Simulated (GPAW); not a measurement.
The system is ZnS (Wurtzite-2H).

```
Zn S
1.0
     3.81100    0.00000    0.00000
    -1.90550    3.30042    0.00000
     0.00000    0.00000    6.23400
Zn S
2 2
Direct
  0.66667 0.33333 0.50000
  0.33333 0.66667 0.00000
  0.66667 0.33333 0.88500
  0.33333 0.66667 0.38500
```

| Item | Value |
| --- | --- |
| Program | GPAW 26.7.0 |
| Task | relaxation of cell and atoms |
| Functional | PBEsol |
| Dispersion | D4 |
| Potentials or basis | PAW data sets generated in the run's folder for this functional |
| Cutoff | 600 eV |
| Basis | pw |
| k mesh | 6 × 6 × 3 |
| Occupations | fermi-dirac, width 0.05 eV |
| Spin | no spin polarisation |

At the start: pressure -2.7 GPa; volume 19.60 Å³/atom.

Q: Where does the relaxation end?

A: Over 11 steps the energy falls by 11.6 meV/atom and the volume is 18.88 Å³/atom (-3.7 %); space group P6_3mc (No. 186, to 0.05 Å).

Step by step:
```csv
step,energy change (eV),largest force (eV/Å),pressure (GPa),volume (Å³)
1,0.0000,0.3113,-2.68,78.41
2,-0.0100,0.2730,-2.47,78.14
3,-0.0397,0.1777,-0.27,75.82
4,-0.0433,0.0291,-0.79,76.29
5,-0.0440,0.0310,-0.65,76.15
6,-0.0458,0.0013,0.09,75.45
7,-0.0458,0.0104,0.09,75.45
8,-0.0459,0.0213,0.07,75.47
9,-0.0460,0.0263,0.04,75.49
10,-0.0462,0.0219,0.01,75.52
11,-0.0462,0.0095,-0.01,75.53
```

Final structure:
```
Zn S
1.0
     3.75891    0.00000    0.00000
    -1.87946    3.25531    0.00000
     0.00000    0.00000    6.17262
Zn S
2 2
Direct
  0.66667 0.33333 0.50540
  0.33333 0.66667 0.00540
  0.66667 0.33333 0.87960
  0.33333 0.66667 0.37960
```

Caveat: later steps reuse the first step's grids.
